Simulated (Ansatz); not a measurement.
Si: opening a crack plane

Si, Fd-3m, a = 5.470 Å. Ansatz: PBE, PAW, 420 eV, Γ-centred 8×8×3 mesh on 6 atoms, Gaussian smearing 0.05 eV; no spin polarisation. One cut on (111) per cell of 6 atoms is opened rigidly by x, between planes of Si and Si that stand 2.37 Å apart; y is the energy per area (12.955 Å², 1 eV/Å² = 16.02 J/m²).

```tsv
x (Å)	y (J/m²)
0.00	0.000
0.25	0.231
0.50	0.692
0.75	?
1.00	1.659
1.50	2.352
2.00	2.754
3.00	2.999
4.50	3.027
6.00	3.029
```

Task: Fit the universal binding curve y = W[1 − (1 + x/l) e^(−x/l)] to the other rows, give the peak stress, and predict the missing value.

Result: Least squares gives W = 3.06 J/m² and l = 0.541 Å. The stress dy/dx peaks at x = l with W/(e l) = 20.8 GPa, for rigid faces. At x = 0.75: x/l = 1.386, y = 1.235 J/m². The run gave 1.194 J/m², so the fit is 0.041 J/m² too high, within twice the rms miss on the fitted rows (0.029 J/m²).

Cost: 12 runs of about 0.91 core-minutes in all, on Arm Neoverse V2 (shared hosts).